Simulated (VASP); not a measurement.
# Re (P6_3/mmc) in VASP: elastic constants with LDA

Aim: the elastic constants of Re with LDA.

Program: VASP 6.6.1. These are calculated values, not measurements. Logs are shortened: lines on timing, memory, paths and dates and some standing lists are left out, and cuts for length are marked.

## Step 1: The structure

It takes space group P6_3/mmc (No. 194, hexagonal). Conventional cell: a = 2.761 Å, b = 2.761 Å, c = 4.456 Å, α = 90.00°, β = 90.00°, γ = 120.00°. Around Re (site symmetry -6m2) lie 12 Re at 2.74 to 2.76 Å.

## Step 2: Elastic constants, LDA

POSCAR

```
Re
1.0
    2.7610000000      0.0000000000      0.0000000000
   -1.3805000000      2.3910961400      0.0000000000
    0.0000000000      0.0000000000      4.4560000000
Re
2
Direct
    0.3333333300      0.6666666700      0.2500000000
    0.6666666700      0.3333333300      0.7500000000
```

INCAR.step1

```
SYSTEM = Re
ALGO     = Fast           ! electronic algorithm
EDIFF    = 1E-8           ! SCF threshold, eV
EDIFFG   = -0.002         ! ionic threshold
ENCUT    = 350            ! plane-wave cutoff, eV
GGA      = CA             ! functional
IBRION   = 2              ! ionic algorithm
ISIF     = 3              ! what is computed and relaxed
ISMEAR   = 0              ! smearing method
LASPH    = .TRUE.         ! aspherical terms in the spheres
LCHARG   = .FALSE.        ! write CHGCAR
LREAL    = .FALSE.        ! projectors in reciprocal space
LWAVE    = .FALSE.        ! write WAVECAR
NELM     = 100            ! most SCF steps
NSW      = 40             ! ionic steps
PREC     = Accurate       ! precision mode
SIGMA    = 0.1            ! smearing width, eV
```

INCAR.step2

```
SYSTEM = Re
ALGO     = Fast           ! electronic algorithm
EDIFF    = 1E-8           ! SCF threshold, eV
ENCUT    = 350            ! plane-wave cutoff, eV
GGA      = CA             ! functional
IBRION   = 6              ! ionic algorithm
ISIF     = 3              ! what is computed and relaxed
ISMEAR   = 0              ! smearing method
LASPH    = .TRUE.         ! aspherical terms in the spheres
LCHARG   = .FALSE.        ! write CHGCAR
LREAL    = .FALSE.        ! projectors in reciprocal space
LWAVE    = .FALSE.        ! write WAVECAR
NELM     = 100            ! most SCF steps
NFREE    = 2            
NSW      = 1              ! ionic steps
POTIM    = 0.015          ! step
PREC     = Accurate       ! precision mode
SIGMA    = 0.1            ! smearing width, eV
```

KPOINTS

```
k-points
0
G
  18 18 10
  0 0 0
```

Potentials or basis: VASP PAW LDA potentials, release 64 (Re).

Launch:

```bash
cat potpaw_LDA.64/Re/POTCAR > POTCAR
cp INCAR.step1 INCAR
mpirun -np 1 vasp_std > vasp.out
cp CONTCAR POSCAR
cp INCAR.step2 INCAR
mpirun -np 1 vasp_std > vasp.out
```

OUTCAR:

```text
SYSTEM = Re
   EDIFF = 1E-8
   ENCUT = 350
   GGA = CA
   IBRION = 6
   ISIF = 3
   ISMEAR = 0
   LASPH = .TRUE.
   LREAL = .FALSE.
   NELM = 100
   NFREE = 2
   NSW = 1
   POTIM = 0.015
   PREC = Accurate

 ion  position               nearest neighbor table
   1  0.333  0.667  0.250-   2 2.72   2 2.72   2 2.72   2 2.72   2 2.72   2 2.72
   2  0.667  0.333  0.750-   1 2.72   1 2.72   1 2.72   1 2.72   1 2.72   1 2.72

  LATTYP: Found a hexagonal cell.
 ALAT       =     2.7399152792
 C/A-ratio  =     1.6126895761

  Lattice vectors:

 A1 = (   2.7399152792,   0.0000000000,   0.0000000000)
 A2 = (  -1.3699576396,   2.3728362362,   0.0000000000)
 A3 = (   0.0000000000,   0.0000000000,   4.4186328103)

Analysis of symmetry for initial positions (statically):
=====================================================================
 Subroutine PRICEL returns:
 Original cell was already a primitive cell.

 Routine SETGRP: Setting up the symmetry group for a
 hexagonal supercell.

 Subroutine GETGRP returns: Found 24 space group operations
 (whereof 12 operations were pure point group operations)
 out of a pool of 24 trial point group operations.

The static configuration has the point symmetry D_3d.
 The point group associated with its full space group is D_6h.

Analysis of symmetry for dynamics (positions and initial velocities):
=====================================================================
 Subroutine PRICEL returns:
 Original cell was already a primitive cell.

 Routine SETGRP: Setting up the symmetry group for a
 hexagonal supercell.

 Subroutine GETGRP returns: Found 24 space group operations
 (whereof 12 operations were pure point group operations)
 out of a pool of 24 trial point group operations.

The dynamic configuration has the point symmetry D_3d.
[... 685 lines left out ...]
     10      12.3899      0.00000
     11      14.0015      0.00000

 [... further k-points ...]

------------------------ aborting loop because EDIFF is reached ----------------------------------------

  FORCE on cell =-STRESS in cart. coord.  units (eV):
  Direction    XX          YY          ZZ          XY          YZ          ZX
  --------------------------------------------------------------------------------------
  -------------------------------------------------------------------------------------
  Total       -0.0179765     -0.0179765     -0.0085963      0.0000000      0.0000000     -0.0000000
  in kB       -1.0025882     -1.0025882     -0.4794340      0.0000000      0.0000000     -0.0000000
  external PRESSURE =      -0.8282035 kB  Pullay stress =       0.0000000 kB
[... 17 lines left out ...]
  FREE ENERGIE OF THE ION-ELECTRON SYSTEM (eV)
  ---------------------------------------------------
  free  energy   TOTEN  =       -27.5257608589 eV

  energy  without entropy=      -27.5174123739  energy(sigma->0) =      -27.52158662

 INTERNAL STRAIN TENSORS FROM STRAINED CELLS
 ============================================

 INTERNAL STRAIN TENSOR FOR ION    1 for displacements in x,y,z  (eV/Angst):
          X           Y           Z          XY          YZ          ZX
  --------------------------------------------------------------------------------
  x     0.00000     0.00000     0.00000    -3.79926     0.00000    -0.00000
  y    -3.67952     3.75208     0.00000    -0.00005    -0.00001    -0.00030
  z     0.00000     0.00000     0.00000    -0.00000    -0.01459    -0.00000

 INTERNAL STRAIN TENSORS FROM DISPLACED ATOMS
 ============================================

 INTERNAL STRAIN TENSOR FOR ION    1 for displacements in x,y,z  (eV/Angst):
          X           Y           Z          XY          YZ          ZX
  --------------------------------------------------------------------------------
  x    -0.00000     0.00000     0.00000    -3.83035     0.00000     0.00000
  y    -3.83035     3.83035     0.00000     0.00000     0.00000     0.00000
  z    -0.00000     0.00000    -0.00000     0.00000     0.00000     0.00000

 INTERNAL STRAIN TENSOR FOR ION    2 for displacements in x,y,z  (eV/Angst):
          X           Y           Z          XY          YZ          ZX
  --------------------------------------------------------------------------------
  x     0.00000     0.00000     0.00000     3.83035     0.00000     0.00000
  y     3.83035    -3.83035    -0.00000     0.00000     0.00000     0.00000
  z     0.00000     0.00000     0.00000     0.00000     0.00000    -0.00000

 Eigenvectors and eigenvalues of the dynamical matrix
 ----------------------------------------------------

   1 f  =    3.399370 THz    21.358870 2PiTHz  113.390767 cm-1    14.058657 meV
             X         Y         Z           dx          dy          dz
     -0.000000  1.581891  1.104658    -0.000001    0.707107    0.000000
      1.369958  0.790945  3.313975     0.000001   -0.707107   -0.000000
[... 16 lines left out ...]
   5 f  =    0.000000 THz     0.000000 2PiTHz    0.000001 cm-1     0.000000 meV
             X         Y         Z           dx          dy          dz
     -0.000000  1.581891  1.104658     0.000000    0.548120   -0.446727
      1.369958  0.790945  3.313975     0.000000    0.548120   -0.446727

   6 f/i=    0.000000 THz     0.000000 2PiTHz    0.000001 cm-1     0.000000 meV
             X         Y         Z           dx          dy          dz
     -0.000000  1.581891  1.104658     0.000000    0.446727    0.548120
      1.369958  0.790945  3.313975     0.000000    0.446727    0.548120

--------------------------------------------------------------------------------------------------------

 ELASTIC MODULI CONTR FROM IONIC RELAXATION (kBar)
 Direction    XX          YY          ZZ          XY          YZ          ZX
 --------------------------------------------------------------------------------
 XX        -185.8801    185.8801      0.0000     -0.0000      0.0000      0.0000
 YY         185.8801   -185.8801     -0.0000      0.0000      0.0000     -0.0000
 ZZ           0.0000     -0.0000     -0.0000      0.0000      0.0000      0.0000
 XY          -0.0000      0.0000      0.0000   -185.8801      0.0000      0.0000
 YZ           0.0000      0.0000      0.0000      0.0000      0.0000      0.0000
 ZX           0.0000     -0.0000      0.0000      0.0000      0.0000     -0.0000
 --------------------------------------------------------------------------------

 TOTAL ELASTIC MODULI (kBar)
 Direction    XX          YY          ZZ          XY          YZ          ZX
 --------------------------------------------------------------------------------
 XX        6772.7500   3136.1780   2635.0892     -0.0000      0.0000     -0.0000
 YY        3136.1780   6772.7500   2635.0892      0.0000      0.0000     -0.0000
 ZZ        2635.0892   2635.0892   7418.2873      0.0000      0.0000      0.0000
 XY          -0.0000      0.0000      0.0000   1818.2860     -0.0000      0.0000
 YZ           0.0000      0.0000      0.0000      0.0000   1812.5265      0.0000
 ZX           0.0000     -0.0000      0.0000      0.0000      0.0000   1812.5265
 --------------------------------------------------------------------------------
```

OUTCAR.step1:

```text
SYSTEM = Re
   EDIFF = 1E-8
   EDIFFG = -0.002
   ENCUT = 350
   GGA = CA
   IBRION = 2
   ISIF = 3
   ISMEAR = 0
   LASPH = .TRUE.
   LREAL = .FALSE.
[... 847 lines left out ...]
  -------------------------------------------------------------------------------------
  Total       -0.0003976     -0.0003976      0.0000077     -0.0000000      0.0000000      0.0000000
  in kB       -0.0221739     -0.0221739      0.0004322     -0.0000000      0.0000000      0.0000000
  external PRESSURE =      -0.0146385 kB  Pullay stress =       0.0000000 kB
[... 17 lines left out ...]
  FREE ENERGIE OF THE ION-ELECTRON SYSTEM (eV)
  ---------------------------------------------------
  free  energy   TOTEN  =       -27.5292774523 eV

  energy  without entropy=      -27.5210881967  energy(sigma->0) =      -27.52518282

 reached required accuracy - stopping structural energy minimisation
```

Wall time 16 min (1 thread of AMD EPYC 9R45 (Zen 5), shared host); peak memory 0.39 GiB.

Results:

| Item | Value |
| --- | --- |
| Relaxed volume | 14.36 Å³/atom |
| Relaxed cell | a = 2.740 Å, b = 2.740 Å, c = 4.419 Å, α = 90.00°, β = 90.00°, γ = 120.00° |
| Space group after relaxing (to 0.05 Å) | P6_3/mmc (No. 194) |
| Voigt bulk modulus | 420 GPa |
| Highest phonon frequency at Γ | 113 cm⁻¹ |

The path:
```csv
step,energy change (eV),largest force (eV/Å),pressure (GPa),volume (Å³)
1,0.0000,0.0000,-9.44,29.42
2,0.4237,0.0000,54.92,25.88
3,-0.0207,0.0000,-0.49,28.76
4,-0.0208,0.0000,-0.06,28.73
5,-0.0208,0.0000,0.14,28.72
6,-0.0207,0.0000,-0.48,28.76
7,-0.0208,0.0000,-0.03,28.73
8,-0.0208,0.0000,0.03,28.73
9,-0.0208,0.0000,0.00,28.73
```

Final structure:
```xyz
2
Lattice="2.7399 0.0000 0.0000 -1.3700 2.3728 0.0000 0.0000 0.0000 4.4186" Properties=species:S:1:pos:R:3 pbc="T T T"
Re    0.0000    1.5819    1.1047
Re    1.3700    0.7909    3.3140
```

Phonon frequencies in cm⁻¹ (negative: imaginary):
| q point | frequencies |
| --- | --- |
| (0.000, 0.000, 0.000) | 0 0 0 97 113 113 |

Elastic tensor in Voigt notation (GPa, in the Cartesian axes of the cell as first typed):
```
677 314 264   0   0   0
314 677 264   0   0   0
264 264 742   0   0   0
  0   0   0 181   0   0
  0   0   0   0 181   0
  0   0   0   0   0 182
```

Clamped-ion elastic tensor (GPa):
```
696 295 264   0   0   0
295 696 264   0   0   0
264 264 742   0   0   0
  0   0   0 181   0   0
  0   0   0   0 181   0
  0   0   0   0   0 200
```
